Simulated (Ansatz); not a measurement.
Theory: DFT PBE, scalar-relativistic, plane waves, PAW in Ansatz 0.2.0. All cells share a 420 eV cutoff and Γ-centred k meshes spaced at most about 0.3 Å⁻¹ (about 0.25 or finer for metals, 2π included). No spin polarisation.

Temperature and zero-point effects are left out.

Two forms of Mg2H3 were relaxed alike.

1.

```
CELL_PARAMETERS angstrom
5.21306 0.00000 0.00000
-2.60653 4.51464 0.00000
0.00000 0.00000 8.60683
ATOMIC_POSITIONS crystal
Mg 0.33333 0.66667 0.00000
Mg 0.66667 0.33333 0.00000
Mg 0.00000 0.00000 0.50000
Mg 0.00000 0.00000 0.00000
H 0.33361 0.00000 0.10874
H 0.00000 0.33361 0.10874
H 0.66639 0.66639 0.10874
H 0.00000 0.66639 0.89126
H 0.66639 0.00000 0.89126
H 0.33361 0.33361 0.89126
```

2.

```
CELL_PARAMETERS angstrom
3.29334 0.00000 0.00000
-1.64667 2.85212 0.00000
0.00000 0.00000 5.36045
ATOMIC_POSITIONS crystal
Mg 0.33333 0.66667 0.24796
Mg 0.66667 0.33333 0.75204
H 0.00000 0.00000 0.00000
H 0.33333 0.66667 0.64816
H 0.66667 0.33333 0.35184
```

Question: Which would you expect to be lower, and how large is the difference?

Answer: Cell 2 is lower, by 22 meV/atom. Cell 1 has space group P-31m (No. 162), 20.3 Å³/atom and a gap of 1.72 eV on its mesh; cell 2 has the La2O3 (A sesquioxide) type, space group P-3m1 (No. 164), 10.1 Å³/atom and no gap. Counting H atoms around Mg (those within 1.25 times the shortest such distance or 1.15 times the sum of covalent radii; the shortest distance is added where it is long for a bond; a slash parts the counts of unlike sites), cell 1 has Mg 6/6 from 3.8 Å and cell 2 has Mg 7. Both come from invented guesses.

The k mesh leaves some 4 meV/atom of noise in the energy of each metallic cell. Weakly bound directions are ill-defined at this level, which has no dispersion term (P-31m), and this can change margins and order among such cells. Kohn–Sham gaps at this level usually fall short of measured ones. With hydrogen, zero-point motion can shift such differences by 10 meV/atom or more. Cells relaxed within their symmetry can be saddle points.
